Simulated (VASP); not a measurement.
# Si (Fd-3m) in VASP: Born charges and dielectric tensor with LDA

Aim: the Born charges and dielectric tensor of Si with LDA.

Program: VASP 6.6.1. These are calculated values, not measurements. Logs are shortened: lines on timing, memory, paths and dates and some standing lists are left out, and cuts for length are marked.

### 1 Starting point

It takes space group Fd-3m (No. 227, cubic). Conventional cell: a = 5.403 Å, b = 5.403 Å, c = 5.403 Å, α = 90.00°, β = 90.00°, γ = 90.00°. Si (site symmetry -43m) has 4 Si at 2.34 Å as nearest neighbours.

### 2 Born charges and dielectric tensor, LDA

Contents of INCAR:

```
PREC     = Accurate       # precision mode
ENCUT    = 350            # plane-wave cutoff, eV
EDIFF    = 1E-8           # SCF threshold, eV
ISMEAR   = 0              # smearing method
SIGMA    = 0.02           # smearing width, eV
LREAL    = F              # projectors in reciprocal space
LASPH    = T              # aspherical terms in the spheres
NELM     = 100            # most SCF steps
ALGO     = Normal         # electronic algorithm
ISIF     = 2              # what is computed and relaxed
LWAVE    = F              # write WAVECAR
LCHARG   = F              # write CHGCAR
LEPSILON = T              # dielectric tensor by DFPT
IBRION   = 8              # ionic algorithm
NSW      = 1              # ionic steps
```

Contents of KPOINTS:

```
Automatic mesh
0
Gamma
  14 14 14
```

Contents of POSCAR:

```
Si
1.0
    0.0000000000      2.7015100000      2.7015100000
    2.7015100000      0.0000000000      2.7015100000
    2.7015100000      2.7015100000      0.0000000000
Si
2
Direct
    0.5000000000      0.5000000000      0.5000000000
    0.7500000000      0.7500000000      0.7500000000
```

Potentials or basis: VASP PAW LDA potentials, release 64 (Si).

Command:

```
$ cat potpaw_LDA.64/Si/POTCAR > POTCAR
$ mpirun -np 1 vasp_std > vasp.out
```

OUTCAR:

```text
PREC = Accurate
   ENCUT = 350
   EDIFF = 1E-8
   ISMEAR = 0
   LREAL = F
   LASPH = T
   NELM = 100
   ISIF = 2
   LEPSILON = T
   IBRION = 8
   NSW = 1

 ion  position               nearest neighbor table
   1  0.500  0.500  0.500-   2 2.34   2 2.34   2 2.34   2 2.34
   2  0.750  0.750  0.750-   1 2.34   1 2.34   1 2.34   1 2.34

  LATTYP: Found a face centered cubic cell.
 ALAT       =     5.4030200000

  Lattice vectors:

 A1 = (   0.0000000000,   2.7015100000,   2.7015100000)
 A2 = (   2.7015100000,   0.0000000000,   2.7015100000)
 A3 = (   2.7015100000,   2.7015100000,   0.0000000000)

Analysis of symmetry for initial positions (statically):
=====================================================================
 Subroutine PRICEL returns:
 Original cell was already a primitive cell.

 Routine SETGRP: Setting up the symmetry group for a
 face centered cubic supercell.

 Subroutine GETGRP returns: Found 48 space group operations
 (whereof 24 operations were pure point group operations)
 out of a pool of 48 trial point group operations.

The static configuration has the point symmetry T_d .
 The point group associated with its full space group is O_h .

Analysis of symmetry for dynamics (positions and initial velocities):
=====================================================================
 Subroutine PRICEL returns:
 Original cell was already a primitive cell.

 Routine SETGRP: Setting up the symmetry group for a
 face centered cubic supercell.

 Subroutine GETGRP returns: Found 48 space group operations
 (whereof 24 operations were pure point group operations)
 out of a pool of 48 trial point group operations.

The dynamic configuration has the point symmetry T_d .
 The point group associated with its full space group is O_h .

 Subroutine INISYM returns: Found 48 space group operations
 (whereof 24 operations are pure point group operations),
 and found     1 'primitive' translations

----------------------------------------------------------------------------------------

                                     Primitive cell

  volume of cell :      39.4321

  direct lattice vectors                    reciprocal lattice vectors
     0.000000000  2.701510000  2.701510000    -0.185081677  0.185081677  0.185081677
     2.701510000  0.000000000  2.701510000     0.185081677 -0.185081677  0.185081677
     2.701510000  2.701510000  0.000000000     0.185081677  0.185081677 -0.185081677

  length of vectors
     3.820512081  3.820512081  3.820512081     0.320570867  0.320570867  0.320570867

  position of ions in fractional coordinates (direct lattice)
     0.500000000  0.500000000  0.500000000
     0.750000000  0.750000000  0.750000000

  ion indices of the primitive-cell ions
   primitive index   ion index
                 1           1
                 2           2

----------------------------------------------------------------------------------------

 KPOINTS: Automatic mesh

Automatic generation of k-mesh.
 Grid dimensions read from file:
 generate k-points for:   14   14   14

 Generating k-lattice:

  Cartesian coordinates                     Fractional coordinates (reciprocal lattice)
    -0.013220120  0.013220120  0.013220120     0.071428571  0.000000000  0.000000000
     0.013220120 -0.013220120  0.013220120     0.000000000  0.071428571  0.000000000
     0.013220120  0.013220120 -0.013220120     0.000000000  0.000000000  0.071428571

  Length of vectors
     0.022897919  0.022897919  0.022897919

  Shift w.r.t. Gamma in fractional coordinates (k-lattice)
     0.000000000  0.000000000  0.000000000

 Subroutine IBZKPT returns following result:
 ===========================================

 Found    104 irreducible k-points:
[... 374 lines left out ...]
     0.000000000  2.701510000  2.701510000    -0.185081677  0.185081677  0.185081677
     2.701510000  0.000000000  2.701510000     0.185081677 -0.185081677  0.185081677
     2.701510000  2.701510000  0.000000000     0.185081677  0.185081677 -0.185081677

 POSITION                                       TOTAL-FORCE (eV/Angst)
 -----------------------------------------------------------------------------------
      2.70151      2.70151      2.70151        -0.000000     -0.000000     -0.000000
      4.05227      4.05227      4.05227         0.000000      0.000000      0.000000
 -----------------------------------------------------------------------------------
    total drift:                                0.000000      0.000000      0.000000

  FREE ENERGIE OF THE ION-ELECTRON SYSTEM (eV)
  ---------------------------------------------------
  free  energy   TOTEN  =       -11.9175152144 eV

  energy  without entropy=      -11.9175152144  energy(sigma->0) =      -11.91751521

 HEAD OF MICROSCOPIC STATIC DIELECTRIC TENSOR (INDEPENDENT PARTICLE, excluding Hartree and local field effects)
 ------------------------------------------------------
          14.118486     0.000000    -0.000000
           0.000000    14.118486    -0.000000
           0.000000     0.000000    14.118486
 ------------------------------------------------------

 Free energy of the ion-electron system (eV)
  ---------------------------------------------------
  ---------------------------------------------------
  free energy    TOTEN  =        -1.42280199 eV

  energy without entropy =       -1.42280199

------------------------ aborting loop because EDIFF is reached ----------------------------------------

--------------------------------------- Ionic step        2  -------------------------------------------

------------------------ aborting loop because EDIFF is reached ----------------------------------------

--------------------------------------- Ionic step        3  -------------------------------------------

------------------------ aborting loop because EDIFF is reached ----------------------------------------

 PIEZOELECTRIC TENSOR FIELD DIRECTION 3  (e Angst)
 -----------------------------------------------------------------------------
     0.00074 -0.00000  0.00000           (  0.00000  0.00000  0.00000)
     0.00000  0.00074  0.00000           (  0.00000  0.00000  0.00000)
     0.00000  0.00000 -0.00640           (  0.00000  0.00000  0.00000)

 PIEZOELECTRIC TENSOR FIELD DIRECTION 3  (C/m^2)
 -----------------------------------------------------------------------------
     0.00030 -0.00000  0.00000
     0.00000  0.00030  0.00000
     0.00000  0.00000 -0.00260

--------------------------------------- Ionic step        4  -------------------------------------------

 Free energy of the ion-electron system (eV)
  ---------------------------------------------------
  ---------------------------------------------------
  free energy    TOTEN  =        -0.01767911 eV

  energy without entropy =       -0.01767911

------------------------ aborting loop because EDIFF is reached ----------------------------------------

 INTERNAL STRAIN TENSOR  FOR ION    1  DIRECTION 1   (eV/Angst):
 -----------------------------------------------------------------------------
    -0.00518  0.00000  0.00000
     0.00000  0.00320  9.66276
     0.00000  9.66276  0.00320

 MACROSCOPIC STATIC DIELECTRIC TENSOR (including local field effects in DFT)
 ------------------------------------------------------
          13.325170    -0.000000    -0.000000
          -0.000000    13.325170    -0.000000
          -0.000000     0.000000    13.325170
 ------------------------------------------------------

 PIEZOELECTRIC TENSOR (including local field effects)  for field in x, y, z        (e  Angst)
          XX          YY          ZZ          XY          YZ          ZX
  --------------------------------------------------------------------------------
  x     0.00000    -0.00000     0.00000     0.00000     0.00000     0.00000
  y     0.00000    -0.00000    -0.00000     0.00000     0.00000    -0.00000
  z     0.00000     0.00000     0.00000     0.00000     0.00000     0.00000

 PIEZOELECTRIC TENSOR (including local field effects)  for field in x, y, z        (C/m^2)
          XX          YY          ZZ          XY          YZ          ZX
  --------------------------------------------------------------------------------
  x     0.00000    -0.00000     0.00000     0.00000     0.00000     0.00000
  y     0.00000    -0.00000    -0.00000     0.00000     0.00000    -0.00000
  z     0.00000     0.00000     0.00000     0.00000     0.00000     0.00000

 BORN EFFECTIVE CHARGES (including local field effects) (in |e|, cummulative output)
 ---------------------------------------------------------------------------------
 ion    1
    1     0.00000     0.00000     0.00000
    2    -0.00000     0.00000     0.00000
    3     0.00000    -0.00000     0.00000
 ion    2
    1    -0.00000     0.00000    -0.00000
    2     0.00000    -0.00000    -0.00000
    3    -0.00000     0.00000    -0.00000

 INTERNAL STRAIN TENSOR FOR ION    2 for displacements in x,y,z  (eV/Angst):
          X           Y           Z          XY          YZ          ZX
  --------------------------------------------------------------------------------
  x     0.00000     0.00000     0.00000     0.00000    -9.66276     0.00000
  y     0.00000    -0.00000     0.00000     0.00000     0.00000    -9.66276
  z     0.00000     0.00000     0.00000    -9.66276     0.00000     0.00000

 SECOND DERIVATIVES (NOT SYMMETRIZED)
 ------------------------------------
               1X          1Y          1Z          2X          2Y          2Z
  1X   -13.586963    0.000000    0.000000   13.586963    0.000000    0.000000
  1Y     0.000000  -13.586963    0.000000    0.000000   13.586963    0.000000
  1Z     0.000000    0.000000  -13.586963    0.000000    0.000000   13.586963
  2X    13.586963    0.000000    0.000000  -13.586963    0.000000    0.000000
  2Y     0.000000   13.586963    0.000000    0.000000  -13.586963    0.000000
  2Z     0.000000    0.000000   13.586963    0.000000    0.000000  -13.586963

 Eigenvectors and eigenvalues of the dynamical matrix
 ----------------------------------------------------

   1 f  =   15.377641 THz    96.620565 2PiTHz  512.942875 cm-1    63.596783 meV
             X         Y         Z           dx          dy          dz
      2.701510  2.701510  2.701510     0.000000   -0.707107    0.000000
      4.052265  4.052265  4.052265     0.000000    0.707107    0.000000
[... 21 lines left out ...]
   6 f  =    0.000000 THz     0.000000 2PiTHz    0.000000 cm-1     0.000000 meV
             X         Y         Z           dx          dy          dz
      2.701510  2.701510  2.701510     0.000000    0.000000    0.707107
      4.052265  4.052265  4.052265     0.000000    0.000000    0.707107

--------------------------------------------------------------------------------------------------------

 MACROSCOPIC STATIC DIELECTRIC TENSOR IONIC CONTRIBUTION
 ------------------------------------------------------
           0.000000    -0.000000     0.000000
          -0.000000     0.000000    -0.000000
           0.000000    -0.000000     0.000000
 ------------------------------------------------------

 ELASTIC MODULI CONTR FROM IONIC RELAXATION (kBar)
 Direction    XX          YY          ZZ          XY          YZ          ZX
 --------------------------------------------------------------------------------
 XX          -0.0000      0.0000      0.0000      0.0000      0.0000      0.0000
 YY           0.0000     -0.0000      0.0000      0.0000      0.0000     -0.0000
 ZZ           0.0000      0.0000     -0.0000      0.0000      0.0000      0.0000
 XY           0.0000      0.0000      0.0000   -279.2162      0.0000      0.0000
 YZ           0.0000      0.0000      0.0000      0.0000   -279.2162      0.0000
 ZX           0.0000     -0.0000      0.0000      0.0000      0.0000   -279.2162
 --------------------------------------------------------------------------------

 PIEZOELECTRIC TENSOR IONIC CONTR  for field in x, y, z        (C/m^2)
          XX          YY          ZZ          XY          YZ          ZX
  --------------------------------------------------------------------------------
  x    -0.00000     0.00000    -0.00000     0.00000     0.00000     0.00000
  y     0.00000     0.00000    -0.00000     0.00000    -0.00000     0.00000
  z    -0.00000    -0.00000    -0.00000     0.00000     0.00000    -0.00000
```

It took 70 s on 1 thread of Intel Xeon 6975P-C (Granite Rapids), shared host; peak memory 0.27 GiB.

Results:

```yaml
Band_gap_on_the_k_mesh: 0.44 eV, indirect (least direct gap 2.53 eV)
Electronic_dielectric_tensor_diagonal: 13.33
Born_charges_mean_of_the_diagonal: Si +0.00 e
Highest_phonon_frequency_at_Γ: 513 cm⁻¹
```

Phonon frequencies in cm⁻¹ (negative: imaginary):
| q point | frequencies |
| --- | --- |
| (0.000, 0.000, 0.000) | 0 0 0 513 513 513 |

Electronic dielectric tensor:
```
13.33  0.00  0.00
 0.00 13.33  0.00
 0.00  0.00 13.33
```

Born effective charge tensors (e):
atom 1, Si
```
0.00 0.00 0.00
0.00 0.00 0.00
0.00 0.00 0.00
```
atom 2, Si
```
0.00 0.00 0.00
0.00 0.00 0.00
0.00 0.00 0.00
```

Caveat: the gap is small at this level, which inflates the dielectric constant. A k mesh can miss the band edges.
